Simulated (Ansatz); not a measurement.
Input, command and steps of an Ansatz relaxation.

```yaml
crystal:
  lattice:
    - [4.4410480981, 0.0, 0.0]
    - [0.0, 4.576272319, 0.0]
    - [0.0, 0.0, 2.9891669891]
  atoms:
    - { symbol: Hf, position: [0.5, 0.5, 0.5] }
    - { symbol: Hf, position: [0.0, 0.0, 0.0] }
    - { symbol: B, position: [0.225, 0.825, 0.5] }
    - { symbol: B, position: [0.725, 0.675, 0.0] }
    - { symbol: B, position: [0.775, 0.175, 0.5] }
    - { symbol: B, position: [0.275, 0.325, 0.0] }
basis:
  ecutwfc: 420
kpoints:
  mp_grid: { grid: [4, 4, 6] }
hamiltonian:
  xc: pbe
scf:
  occupations: { method: gaussian, width: 0.1 }
  lower_state_search: "off"
output:
  forces: true
  stress: true
  eigenvalues: true
relax:
  adjacent_minimum: "off"
  f_tol: 0.04
  max_steps: 70
  cell: { stress_tol: 0.4 }
```

```bash
ansatz run input.yaml --threads 1 --pin off --max-ram 2560MiB --backend cpu --events-out ev --progress --plain --runs-dir out
```

The calculation used DFT PBE, scalar-relativistic, plane waves, PAW in Ansatz.

Of 15 frames 10 are shown, positions in Å and forces in eV/Å; the SCF threshold varies from step to step. Steps run on the plane waves of an earlier cell, with a Pulay correction in the pressure. The basis is chosen afresh for the last frame, the zero of the energies, and at times for earlier ones too; energy and pressure step there, also at an unchanged geometry. Here that happened at step 12 (-14 meV/atom, 1.1 GPa); the frames before carry an error of that size. The mark taken_back stands on steps that the optimiser undid.

```xyz
6
Lattice="4.4410 0.0000 0.0000 0.0000 4.5763 0.0000 0.0000 0.0000 2.9892" Properties=species:S:1:pos:R:3:forces:R:3 pbc="T T T" step=1 free_energy_over_end_meV_per_atom=2816.94 pressure_GPa=100.21
Hf    2.2205    2.2881    1.4946    0.0000    0.0000    0.0000
Hf    0.0000    0.0000    0.0000    0.0000    0.0000    0.0000
B     0.9992    3.7754    1.4946    1.1886    0.6873    0.0000
B     3.2198    3.0890    0.0000    1.1886   -0.6873    0.0000
B     3.4418    0.8008    1.4946   -1.1886   -0.6873    0.0000
B     1.2213    1.4873    0.0000   -1.1886    0.6873    0.0000
6
Lattice="4.7628 0.0000 0.0000 0.0000 4.8270 0.0000 0.0000 0.0000 3.2804" Properties=species:S:1:pos:R:3:forces:R:3 pbc="T T T" step=3 free_energy_over_end_meV_per_atom=1720.17 pressure_GPa=38.00
Hf    2.3814    2.4135    1.6402    0.0000    0.0000    0.0000
Hf    0.0000    0.0000    0.0000    0.0000    0.0000    0.0000
B     1.1015    4.0435    1.6402    0.4266    1.1842    0.0000
B     3.4829    3.1969    0.0000    0.4266   -1.1842    0.0000
B     3.6613    0.7834    1.6402   -0.4266   -1.1842    0.0000
B     1.2799    1.6300    0.0000   -0.4266    1.1842    0.0000
6
Lattice="4.7754 0.0000 0.0000 0.0000 4.7729 0.0000 0.0000 0.0000 3.3917" Properties=species:S:1:pos:R:3:forces:R:3 pbc="T T T" step=4 free_energy_over_end_meV_per_atom=1369.87 pressure_GPa=24.30
Hf    2.3877    2.3865    1.6959    0.0000    0.0000    0.0000
Hf    0.0000    0.0000    0.0000    0.0000    0.0000    0.0000
B     1.2298    4.1677    1.6959    0.8935    2.0406    0.0000
B     3.6175    2.9916    0.0000    0.8935   -2.0406    0.0000
B     3.5456    0.6052    1.6959   -0.8935   -2.0406    0.0000
B     1.1579    1.7813    0.0000   -0.8935    2.0406    0.0000
6
Lattice="4.9060 0.0000 0.0000 0.0000 4.7119 0.0000 0.0000 0.0000 3.6341" Properties=species:S:1:pos:R:3:forces:R:3 pbc="T T T" step=6 free_energy_over_end_meV_per_atom=604.39 pressure_GPa=-5.49
Hf    2.4530    2.3560    1.8170    0.0000    0.0000    0.0000
Hf    0.0000    0.0000    0.0000    0.0000    0.0000    0.0000
B     1.4498    4.4104    1.8170    2.2628    2.1435    0.0000
B     3.9028    2.6575    0.0000    2.2628   -2.1435    0.0000
B     3.4563    0.3015    1.8170   -2.2628   -2.1435    0.0000
B     1.0033    2.0544    0.0000   -2.2628    2.1435    0.0000
6
Lattice="4.8678 0.0000 0.0000 0.0000 4.6783 0.0000 0.0000 0.0000 3.6934" Properties=species:S:1:pos:R:3:forces:R:3 pbc="T T T" step=7 free_energy_over_end_meV_per_atom=173.67 pressure_GPa=-9.88
Hf    2.4339    2.3391    1.8467    0.0000    0.0000    0.0000
Hf    0.0000    0.0000    0.0000    0.0000    0.0000    0.0000
B     1.5762    4.5318    1.8467    2.2970    1.3803    0.0000
B     4.0101    2.4856    0.0000    2.2970   -1.3803    0.0000
B     3.2916    0.1464    1.8467   -2.2970   -1.3803    0.0000
B     0.8577    2.1927    0.0000   -2.2970    1.3803    0.0000
6
Lattice="4.7844 0.0000 0.0000 0.0000 4.6604 0.0000 0.0000 0.0000 3.6551" Properties=species:S:1:pos:R:3:forces:R:3 pbc="T T T" step=9 free_energy_over_end_meV_per_atom=93.61 pressure_GPa=1.38 taken_back
Hf    2.3922    2.3302    1.8276    0.0000    0.0000    0.0000
Hf    0.0000    0.0000    0.0000    0.0000    0.0000    0.0000
B     1.6727    4.6210    1.8276   -3.7913    0.1786    0.0000
B     4.0649    2.3695    0.0000   -3.7913   -0.1786    0.0000
B     3.1118    0.0394    1.8276    3.7913   -0.1786    0.0000
B     0.7196    2.2908    0.0000    3.7913    0.1786    0.0000
6
Lattice="4.8944 0.0000 0.0000 0.0000 4.6186 0.0000 0.0000 0.0000 3.5440" Properties=species:S:1:pos:R:3:forces:R:3 pbc="T T T" step=10 free_energy_over_end_meV_per_atom=17.62 pressure_GPa=-1.25
Hf    2.4472    2.3093    1.7720    0.0000    0.0000    0.0000
Hf    0.0000    0.0000    0.0000    0.0000    0.0000    0.0000
B     1.6656    4.5939    1.7720    0.1486    0.2141    0.0000
B     4.1128    2.3340    0.0000    0.1486   -0.2141    0.0000
B     3.2288    0.0247    1.7720   -0.1486   -0.2141    0.0000
B     0.7816    2.2846    0.0000   -0.1486    0.2141    0.0000
6
Lattice="4.8377 0.0000 0.0000 0.0000 4.6289 0.0000 0.0000 0.0000 3.5530" Properties=species:S:1:pos:R:3:forces:R:3 pbc="T T T" step=12 free_energy_over_end_meV_per_atom=0.73 pressure_GPa=0.97
Hf    2.4189    2.3144    1.7765    0.0000    0.0000    0.0000
Hf    0.0000    0.0000    0.0000    0.0000    0.0000    0.0000
B     1.6421    4.6288    1.7765    0.0110    0.0011    0.0000
B     4.0610    2.3146    0.0000    0.0110   -0.0011    0.0000
B     3.1956    0.0001    1.7765   -0.0110   -0.0011    0.0000
B     0.7767    2.3143    0.0000   -0.0110    0.0011    0.0000
6
Lattice="4.8365 0.0000 0.0000 0.0000 4.6303 0.0000 0.0000 0.0000 3.5696" Properties=species:S:1:pos:R:3:forces:R:3 pbc="T T T" step=13 free_energy_over_end_meV_per_atom=0.22 pressure_GPa=0.35
Hf    2.4182    2.3152    1.7848    0.0000    0.0000    0.0000
Hf    0.0000    0.0000    0.0000    0.0000    0.0000    0.0000
B     1.6409    4.6301    1.7848    0.0070    0.0021    0.0000
B     4.0592    2.3154    0.0000    0.0070   -0.0021    0.0000
B     3.1955    0.0002    1.7848   -0.0070   -0.0021    0.0000
B     0.7773    2.3149    0.0000   -0.0070    0.0021    0.0000
6
Lattice="4.8305 0.0000 0.0000 0.0000 4.6288 0.0000 0.0000 0.0000 3.5854" Properties=species:S:1:pos:R:3:forces:R:3 pbc="T T T" step=15 free_energy_over_end_meV_per_atom=0.00 pressure_GPa=-0.01
Hf    2.4153    2.3144    1.7927    0.0000    0.0000    0.0000
Hf    0.0000    0.0000    0.0000    0.0000    0.0000    0.0000
B     1.6376    4.6288    1.7927    0.0023   -0.0001    0.0000
B     4.0529    2.3144    0.0000    0.0023    0.0001    0.0000
B     3.1929    0.0000    1.7927   -0.0023    0.0001    0.0000
B     0.7776    2.3144    0.0000   -0.0023   -0.0001    0.0000
```

The start puts this composition into another compound's structure type, which needn't suit it. The cell swells from 10.1 to 13.4 Å³ an atom, so the end can be far from any stable crystal. At the end the space group is Immm (tolerance 0.05 Å).

The k mesh is coarse. Spin–orbit coupling is left out, which can shift energies with elements as heavy as these.